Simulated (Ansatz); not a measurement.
Geometry optimisation in Ansatz: input, command and trajectory.

```yaml
crystal:
  lattice:
    - [4.7565810929, 0.0, 0.0]
    - [-2.3782905464, 4.1193200616, 0.0]
    - [0.0, 0.0, 7.5921823244]
  atoms:
    - { symbol: Ag, position: [0.3333333333, 0.6666666667, 0.0024494374] }
    - { symbol: Ag, position: [0.6666666667, 0.3333333333, 0.5024494374] }
    - { symbol: I, position: [0.3333333333, 0.6666666667, 0.3774505626] }
    - { symbol: I, position: [0.6666666667, 0.3333333333, 0.8774505626] }
basis:
  ecutwfc: 420
kpoints:
  mp_grid: { grid: [6, 6, 4] }
hamiltonian:
  xc: pbe
scf:
  occupations: { method: gaussian, width: 0.02 }
output:
  forces: true
  stress: true
  eigenvalues: true
relax:
  adjacent_minimum: "off"
  f_tol: 0.008
  max_steps: 40
  cell: { stress_tol: 0.015, fix: [a, b, gamma] }
```

```bash
ansatz run input.yaml --threads 1 --pin off --max-ram 2560MiB --backend cpu --events-out ev --progress --plain --runs-dir out
```

Method: DFT PBE, scalar-relativistic, plane waves, PAW in Ansatz.

Of 4 frames 3 are shown, positions in Å and forces in eV/Å; the SCF threshold varies from step to step. Steps run on the plane waves of an earlier cell, with a Pulay correction in the pressure. The basis is chosen afresh for the last frame, the zero of the energies, and at times for earlier ones too; energy and pressure step there, also at an unchanged geometry.

```xyz
4
Lattice="4.7566 0.0000 0.0000 -2.3783 4.1193 0.0000 0.0000 0.0000 7.5922" Properties=species:S:1:pos:R:3:forces:R:3 pbc="T T T" step=1 free_energy_over_end_meV_per_atom=1.00 pressure_GPa=-0.48
Ag    0.0000    2.7462    0.0186    0.0000    0.0000   -0.0769
Ag    2.3783    1.3731    3.8147    0.0000    0.0000   -0.0769
I     0.0000    2.7462    2.8657    0.0000    0.0000    0.0769
I     2.3783    1.3731    6.6618    0.0000    0.0000    0.0769
4
Lattice="4.7566 0.0000 0.0000 -2.3783 4.1193 0.0000 0.0000 0.0000 7.5724" Properties=species:S:1:pos:R:3:forces:R:3 pbc="T T T" step=2 free_energy_over_end_meV_per_atom=0.23 pressure_GPa=-0.44
Ag    0.0000    2.7462    0.0044    0.0000    0.0000   -0.0357
Ag    2.3783    1.3731    3.7906    0.0000    0.0000   -0.0357
I     0.0000    2.7462    2.8724    0.0000    0.0000    0.0356
I     2.3783    1.3731    6.6586    0.0000    0.0000    0.0356
4
Lattice="4.7566 0.0000 0.0000 -2.3783 4.1193 0.0000 0.0000 0.0000 7.5455" Properties=species:S:1:pos:R:3:forces:R:3 pbc="T T T" step=4 free_energy_over_end_meV_per_atom=0.00 pressure_GPa=-0.37
Ag    0.0000    2.7462   -0.0097    0.0000    0.0000   -0.0021
Ag    2.3783    1.3731    3.7631    0.0000    0.0000   -0.0021
I     0.0000    2.7462    2.8763    0.0000    0.0000    0.0021
I     2.3783    1.3731    6.6490    0.0000    0.0000    0.0021
```

Time: 58 s on 1 thread of Arm Neoverse V1, with other jobs on the host, peak memory 0.41 GiB.